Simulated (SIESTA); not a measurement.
The system is MoS2.

```
CELL_PARAMETERS angstrom
1.58000 0.91221 6.15000
-1.58000 0.91221 6.15000
0.00000 -1.82443 6.15000
ATOMIC_POSITIONS crystal
Mo 0.00000 0.00000 0.00000
S 0.41700 0.41700 0.41700
S 0.25000 0.25000 0.25000
```

Measurements of this composition are mostly on another form, of space group No. 194.

Base run:

| Quantity | Value |
| --- | --- |
| Program | SIESTA 5.4.2 |
| Functional | PBE |
| Potentials or basis | PseudoDojo 0.4 standard (PBE files) |
| Basis | DZP (energy shift 0.003 Ry; two zetas on semicore shells) |
| Grid cutoff | 800 Ry |
| Energy shift | 0.003 Ry |
| k mesh | 10 × 10 × 10 |
| Occupations | fermi-dirac, width 0.05 eV |
| Spin | no spin polarisation |

Its results: band gap on the k mesh 1.01 eV, indirect (least direct gap 1.99 eV); pressure 8.3 GPa; largest force 0.964 eV/Å.

Question: The run is repeated on the same cell with these changes: basis from DZP (energy shift 0.003 Ry; two zetas on semicore shells) to TZP (energy shift 0.003 Ry; two zetas on semicore shells); k mesh from 10 × 10 × 10 to 8 × 8 × 8. What comes out?

Answer: Band gap on the k mesh 1.07 eV, indirect (least direct gap 2.03 eV); pressure 7.8 GPa; largest force 0.899 eV/Å.

Several settings changed at once, so the effect can't be laid on one alone.

Caveats: the basis of atomic orbitals isn't converged, which shifts pressures, moduli and gaps.

A k mesh can miss the band edges.

Not every run made on this cell is shown here.
